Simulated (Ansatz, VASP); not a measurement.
## Zn: VASP beside Ansatz

```
Zn
1.0
    -1.49591    1.49591    1.49591
     1.49591   -1.49591    1.49591
     1.49591    1.49591   -1.49591
Zn
1
Direct
  0.01207 0.99880 0.00532
```

This isn't the form of Zn at room conditions, which is hcp.

Alike in both runs: task single point; functional PBEsol; dispersion D3(BJ); k mesh 8 × 8 × 8; occupations methfessel-paxton of order 1, width 0.05 eV; no spin polarisation.

|  | VASP | Ansatz |
| --- | --- | --- |
| version | VASP 6.6.1 | Ansatz 0.2.0 |
| potentials or method | VASP PAW PBE potentials, release 64 (Zn) | plane waves, PAW |
| plane-wave cutoff (eV) | 520 | 550 |
| valence electrons in the cell | 12 | 12 |

|  | VASP | Ansatz | Ansatz less VASP |
| --- | --- | --- | --- |
| pressure (GPa) | 0.8 | 0.2 | -0.56 |
| dispersion energy (meV/atom) | -408.9 | -409.0 | -0.11 |

Caveats: the k mesh is coarse (spacing up to 0.37 Å⁻¹), so the values aren't converged; the PAW data sets were made with another functional, which shifts forces and pressure a little (VASP); pairwise dispersion overbinds metals, which lowers pressure and volume.
